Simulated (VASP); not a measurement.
A run of VASP 6.6.1:

Contents of INCAR:

```
ALGO = Fast ; EDIFF = 1E-7
EDIFFG = -0.01 ; ENCUT = 600
GGA = PE ; IBRION = 2
ISIF = 2 ; ISMEAR = 0
LASPH = T ; LCHARG = F
LREAL = F ; LWAVE = F
NELM = 80 ; NSW = 40
PREC = Accurate ; SIGMA = 0.03
```

The input KPOINTS:

```
k-points
0
Gamma
  8 8 8
```

Contents of POSCAR:

```
CdTe                                    
1.0
    0.0000000000      3.2435476630      3.2435476630
    3.2435476630      0.0000000000      3.2435476630
    3.2435476630      3.2435476630      0.0000000000
  Cd              Te            
     1     1
Direct
     0.0000000000000000    0.0000000000000000    0.0000000000000000
     0.2500000000000000    0.2500000000000000    0.2500000000000000
```

Potentials or basis: VASP PAW PBE potentials, release 64 (Cd, Te).

Run with:

```bash
$ cat potpaw_PBE.64/Cd/POTCAR potpaw_PBE.64/Te/POTCAR > POTCAR
$ mpirun -np 1 vasp_std > vasp.out
```

Hardware: 1 thread of Intel(R) Xeon(R) 6975P-C (Granite Rapids) (shared host).

Q: How long does it take, and how much memory?

A: It took 16 s on 1 thread of Intel(R) Xeon(R) 6975P-C (Granite Rapids) (shared host), peak memory 0.25 GiB. Counts: scf iterations 15, k points 29, ion steps 1.
